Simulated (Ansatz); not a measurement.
Phonon dispersion of ZnS

Computed with DFT PBE, scalar-relativistic, plane waves, PAW (Ansatz 0.2.0). Plane waves to 420 eV; Γ-centred k mesh 8×8×8; fixed occupations. No spin polarisation. Phonons by linear response, acoustic sum rule imposed.

Relaxed structure:
```xyz
2
Lattice="0.0000 2.7218 2.7218 2.7218 0.0000 2.7218 2.7218 2.7218 0.0000" Properties=species:S:1:pos:R:3 pbc="T T T"
Zn    2.7218    2.7218    2.7218
S     1.3609    1.3609    1.3609
```

It comes from a database structure that was distorted and then relaxed.

Force constants from linear response on a 4×4×4 q mesh.

Path: Γ–X–U | K–Γ–L–W–X. Only the points of the 4×4×4 mesh were computed; the rest is interpolation, which is rough on so few points. On the mesh no mode is imaginary. Distance along the path (Å⁻¹), then the branches (cm⁻¹, negative for imaginary; the LO field is included):
```
0.000  0 0 0 260 260 327
0.144  23 23 39 261 261 326
0.289  44 44 76 265 265 324
0.433  63 63 109 270 270 322
0.577  76 76 138 277 277 321
0.721  85 85 164 284 284 319
0.866  89 89 184 289 289 316
1.010  90 90 199 292 292 311
1.154  90 90 204 293 293 309
1.205  90 90 204 293 293 310
1.256  90 92 203 293 293 310
1.307  90 95 201 292 293 312
1.358  89 98 200 292 293 313
1.409  89 101 197 291 293 315
1.460  89 104 195 290 293 316
1.511  89 107 192 288 293 318
1.562  88 109 190 287 293 319
1.562  88 109 190 287 293 319
1.715  86 111 182 282 294 322
1.868  82 109 173 277 292 322
2.021  74 103 160 273 289 320
2.174  63 92 142 269 282 319
2.328  49 75 117 266 274 321
2.481  33 53 84 263 266 324
2.634  16 27 44 261 261 326
2.787  0 0 0 260 260 327
2.787  0 0 0 260 260 327
2.912  16 16 40 261 261 326
3.037  31 31 76 262 262 325
3.161  45 45 109 265 265 324
3.286  56 56 136 267 267 323
3.411  64 64 157 270 270 322
3.536  69 69 174 272 272 322
3.661  70 70 185 273 273 320
3.786  71 71 189 274 274 320
3.888  72 75 188 274 275 320
3.990  75 85 185 276 280 320
4.092  80 95 182 278 285 320
4.194  86 104 180 281 289 320
4.296  92 109 181 284 292 320
4.398  96 113 182 286 294 320
4.500  98 115 183 287 296 319
4.602  99 116 184 287 297 319
4.675  99 114 185 288 297 318
4.747  98 111 188 288 296 318
4.819  96 107 191 288 296 316
4.891  94 102 195 289 295 315
4.963  92 97 199 290 294 313
5.035  91 93 202 292 294 311
5.107  90 91 204 293 293 310
5.179  90 90 204 293 293 309
```
